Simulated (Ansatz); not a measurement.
## HfO₂: the gap against volume

HfO₂, P4_2/mnm, a = 4.880 Å, c = 3.238 Å. This isn't the usual stable structure of the compound. Ansatz: PBE, PAW, 420 eV, Γ-centred 6×6×8 mesh on 6 atoms, Gaussian smearing 0.02 eV; no spin polarisation. Shape and atoms are relaxed at each volume; x = ln(V/V0) with V0 = 12.853 Å³/atom. The gap is read at the mesh points alone.

| x | gap y (eV) |
| --- | --- |
| -0.1278 | 4.376 |
| -0.0943 | 4.236 |
| -0.0619 | 4.111 |
| -0.0305 | 4.000 |
| 0.0000 | ? |
| 0.0296 | 3.816 |
| 0.0583 | 3.752 |
| 0.0953 | 3.693 |

Fit a straight line to the other rows, give the volume deformation potential of the gap and its pressure coefficient, and predict the missing gap. B0 = 201.9 GPa.

Means x = -0.01876, y = 3.9977; Σ(Δx)² = 0.04088, ΣΔxΔy = -0.1266; the slope is their ratio. y = 3.9396 − 3.0977 x. The slope is the deformation potential a = dE_g/d ln V = -3.10 eV, and dE_g/dP = −a/B0 = 15.3 meV/GPa. With a term in x² added, the coefficient of x becomes -2.888, 7 % less, which shows how far this figure hangs on the form. At x = 0.0000 the fit asked for gives 3.940 eV. The run gave 3.902 eV, so the fit is 0.038 eV too high, within twice the rms miss on the fitted rows (0.031 eV): the form describes this series only roughly.

Spin-orbit coupling is left out, which matters for the bands of heavy elements. Semilocal functionals give gaps under the measured ones; changes of the gap mostly carry over better.